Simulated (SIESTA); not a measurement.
# CrO2 under changes of volume

One of the cells (9.692 Å³/atom); the others are scaled copies at fixed shape and fractional positions:

```
Cr O
1.0
     4.45028    0.00000    0.00000
     0.00000    4.45028    0.00000
     0.00000    0.00000    2.93632
Cr O
2 4
Direct
  0.50000 0.50000 0.50000
  0.00000 0.00000 0.00000
  0.80100 0.19900 0.50000
  0.69900 0.69900 0.00000
  0.19900 0.80100 0.50000
  0.30100 0.30100 0.00000
```

| Property | Result |
| --- | --- |
| Program | SIESTA 5.4.2 |
| Functional | PBE |
| Potentials or basis | PseudoDojo 0.4 standard (PBE files) |
| Basis | DZP (energy shift 0.003 Ry; two zetas on semicore shells) |
| Grid cutoff | 800 Ry |
| Energy shift | 0.003 Ry |
| k mesh | 6 × 6 × 9 |
| Occupations | fermi-dirac, width 0.05 eV |
| Spin | collinear spin, ferromagnetic start |
| Starting moments | [3.0, 3.0, 0.0, 0.0, 0.0, 0.0] μB |

| volume (Å³/atom) | energy over the lowest point (meV/atom) | pressure (GPa) | largest force (eV/Å) |
| --- | --- | --- | --- |
| 8.932 | 47.89 | 22.7 | 0.124 |
| 9.122 | 25.12 | 15.8 | 0.174 |
| 9.312 | 10.02 | 9.7 | 0.221 |
| 9.692 | 0.00 | -0.8 | 0.314 |
| 9.882 | 3.61 | -5.2 | 0.346 |
| 10.072 | ? | ? | ? |

What does the run at 10.072 Å³/atom give?

Energy over the lowest point 12.17 meV/atom; pressure -9.2 GPa; largest force 0.374 eV/Å.

Worked out: A Birch-Murnaghan fit of order 3 (a polynomial in V^(-2/3)) to the other rows has its minimum at 9.66 Å³/atom with B0 = V·E''(V) = 242 GPa and B' = 4.6 at fixed shape and positions, which overstates the stiffness. It gives 12.22 meV/atom at 10.072 Å³/atom, against the run's 12.17, and -dE/dV = -9.2 GPa, against -9.2.

Energies are extrapolated to zero smearing.

Caveats: the basis of atomic orbitals isn't converged, which shifts pressures, moduli and gaps; only a ferromagnetic start was run, and an antiferromagnetic order may lie lower in energy.
